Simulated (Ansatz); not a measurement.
## V: pressure against volume

V, Im-3m, a = 2.959 Å. Ansatz: PBEsol, PAW, 420 eV, Γ-centred 20×20×20 mesh on 1 atom, Gaussian smearing 0.10 eV; no spin polarisation. Symmetry fixes shape and atoms, so the cell is only scaled; pressure is positive in compression.

| V (Å³/atom) | P (GPa) |
| --- | --- |
| 11.398 | ? |
| 11.786 | 22.11 |
| 12.175 | 13.69 |
| 12.563 | 6.38 |
| 12.952 | 0.01 |
| 13.341 | -5.51 |
| 13.729 | -10.30 |
| 14.247 | -15.69 |

**Question.** Take V0 = 12.952 Å³/atom, count pressures from its P0 = 0.01 GPa, fit the third-order Birch–Murnaghan form to the other rows, and predict the missing pressure.

**Answer.** With the Eulerian strain f = ½[(V0/V)^(2/3) − 1] and y = (P − P0)/[3f(1 + 2f)^(5/2)], the form is the line y = B0 + 1.5 B0 (B0′ − 4) f. Rows (f, y): 0.03246, 193.9; 0.02105, 195.4; 0.01027, 196.5; -0.00977, 197.9; -0.01905, 198.8; -0.03078, 199.3. Means f = 0.0006967, y = 196.97; Σ(Δf)² = 0.003005, ΣΔfΔy = -0.2532; the slope is their ratio. y = 197.0 − 84.25 f GPa, so B0 = 197.0 GPa and B0′ = 4 + 2 × (-84.25)/(3 × 197.0) = 3.71. At V = 11.398, f = 0.04447, y = 193.25 and P = 31.91 GPa. The run gave 31.80 GPa, so the fit is 0.11 GPa too high, a small miss on the scale of the series.